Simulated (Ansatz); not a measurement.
Runs of Ansatz 0.2.0 on Fe. Symmetry: Fmmm, No. 69, orthorhombic system. Conventional cell: a = 2.997 Å, b = 3.883 Å, c = 3.930 Å, α = 90.00°, β = 90.00°, γ = 90.00°. Fe (site symmetry mmm) is surrounded by 12 Fe at 2.45 to 2.76 Å. 

| potentials or basis | cutoff (eV) | basis error allowed | pressure (GPa) | moment (μB) |
| --- | --- | --- | --- | --- |
| all-electron PAW datasets made for the crystal | 320 | - | -10.5 | 2.17 |
| all-electron LAPW, scalar-relativistic | 316 | 0.001 eV/atom | -10.5 | 2.17 |
| all-electron LAPW, non-relativistic | 316 | 0.001 eV/atom | (a) | 2.20 |
| all-electron LAPW, inner shells corrected to Dirac's equation | 316 | 0.001 eV/atom | -10.5 | 2.17 |

Alike in all rows: task band structure; level PBEsol; spin collinear, ferromagnetic start; cell as given; k mesh 13 × 13 × 13; smearing fermi-dirac 0.05 eV.

Question: Estimate the missing entries.

Answer: (a) -6.7.
